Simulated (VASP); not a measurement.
Input of a VASP 6.6.1 run:

The input POSCAR:

```
NaH
1.0
    0.0000000000      2.4400000000      2.4400000000
    2.4400000000      0.0000000000      2.4400000000
    2.4400000000      2.4400000000      0.0000000000
Na H
1 1
Direct
    0.0000000000      0.0000000000      0.0000000000
    0.5000000000      0.5000000000      0.5000000000
```

Contents of INCAR.step1:

```
SYSTEM = NaH
  PREC = Accurate
  ENCUT = 520
  EDIFF = 1E-5
  ISMEAR = 0
  SIGMA = 0.02
  LREAL = .FALSE.
  LASPH = .TRUE.
  NELM = 60
  ALGO = Normal
  ISIF = 2
  LWAVE = .TRUE.
  LCHARG = .FALSE.
  GGA = PE
  KPAR = 4
```

File INCAR.step2:

```
SYSTEM = NaH
  PREC = Accurate
  ENCUT = 520
  EDIFF = 1E-7
  ISMEAR = 0
  SIGMA = 0.02
  LREAL = .FALSE.
  LASPH = .TRUE.
  NELM = 60
  ALGO = Normal
  ISIF = 2
  LWAVE = .FALSE.
  LCHARG = .FALSE.
  GGA = PE
  LHFCALC = .TRUE.
  HFSCREEN = 0.3
  PRECFOCK = Fast
  ISTART = 1
  KPAR = 4
```

File KPOINTS:

```
regular mesh
0
G
  6 6 6
  0 0 0
```

File KPOINTS_OPT:

```
path GXWKGLUWLK,UX
12
line-mode
reciprocal
 0.0000000000  0.0000000000  0.0000000000  G
 0.5000000000  0.0000000000  0.5000000000  X

 0.5000000000  0.0000000000  0.5000000000  X
 0.5000000000  0.2500000000  0.7500000000  W

 0.5000000000  0.2500000000  0.7500000000  W
 0.3750000000  0.3750000000  0.7500000000  K

 0.3750000000  0.3750000000  0.7500000000  K
 0.0000000000  0.0000000000  0.0000000000  G

 0.0000000000  0.0000000000  0.0000000000  G
 0.5000000000  0.5000000000  0.5000000000  L

 0.5000000000  0.5000000000  0.5000000000  L
 0.6250000000  0.2500000000  0.6250000000  U

 0.6250000000  0.2500000000  0.6250000000  U
 0.5000000000  0.2500000000  0.7500000000  W

 0.5000000000  0.2500000000  0.7500000000  W
 0.5000000000  0.5000000000  0.5000000000  L

 0.5000000000  0.5000000000  0.5000000000  L
 0.3750000000  0.3750000000  0.7500000000  K

 0.6250000000  0.2500000000  0.6250000000  U
 0.5000000000  0.0000000000  0.5000000000  X
```

Potentials or basis: VASP PAW PBE potentials, release 64 (Na_pv, H).

Run with:

```bash
$ cat potpaw_PBE.64/Na_pv/POTCAR potpaw_PBE.64/H/POTCAR > POTCAR
$ cp INCAR.step1 INCAR
$ mpirun -np 4 vasp_std > vasp.out
$ cp INCAR.step2 INCAR
$ mpirun -np 4 vasp_std > vasp.out
```

Task: Estimate the pressure.

Result: -1.0 GPa.

Task: Estimate the band gap on the k mesh.

Result: 4.57 eV, indirect (least direct gap 5.43 eV).

Task: Estimate the band gap along the path.

Result: 4.52 eV, indirect (least direct gap 5.43 eV).

Levels at the corners of the path, in eV from the valence-band top:
```
point  band 1  band 2  band 3  band 4  band 5  band 6  band 7  band 8
    Γ  -24.41  -24.41  -24.41   -3.79   11.41   16.50   16.50   16.50
    X  -24.47  -24.43  -24.43   -0.17    5.38   10.89   11.52   11.52
    X  -24.47  -24.43  -24.43   -0.17    5.38   10.89   11.52   11.52
    W  -24.45  -24.45  -24.43    0.00    6.81    6.81    9.20   17.34
    W  -24.45  -24.45  -24.43    0.00    6.81    6.81    9.20   17.34
    K  -24.46  -24.45  -24.43   -0.12    6.10    7.16   12.13   12.67
    K  -24.46  -24.45  -24.43   -0.12    6.10    7.16   12.13   12.67
    Γ  -24.41  -24.41  -24.41   -3.79   11.41   16.50   16.50   16.50
    Γ  -24.41  -24.41  -24.41   -3.79   11.41   16.50   16.50   16.50
    L  -24.48  -24.42  -24.42   -0.91    4.52   11.68   14.32   14.32
    L  -24.48  -24.42  -24.42   -0.91    4.52   11.68   14.32   14.32
    U  -24.46  -24.45  -24.43   -0.12    6.10    7.16   12.13   12.67
    U  -24.46  -24.45  -24.43   -0.12    6.10    7.16   12.13   12.67
    W  -24.45  -24.45  -24.43    0.00    6.81    6.81    9.20   17.34
    W  -24.45  -24.45  -24.43    0.00    6.81    6.81    9.20   17.34
    L  -24.48  -24.42  -24.42   -0.91    4.52   11.68   14.32   14.32
    L  -24.48  -24.42  -24.42   -0.91    4.52   11.68   14.32   14.32
    K  -24.46  -24.45  -24.43   -0.12    6.10    7.16   12.13   12.67
    U  -24.46  -24.45  -24.43   -0.12    6.10    7.16   12.13   12.67
    X  -24.47  -24.43  -24.43   -0.17    5.38   10.89   11.52   11.52
```

Caveat: the PAW data sets were made with another functional, which shifts forces and pressure a little.
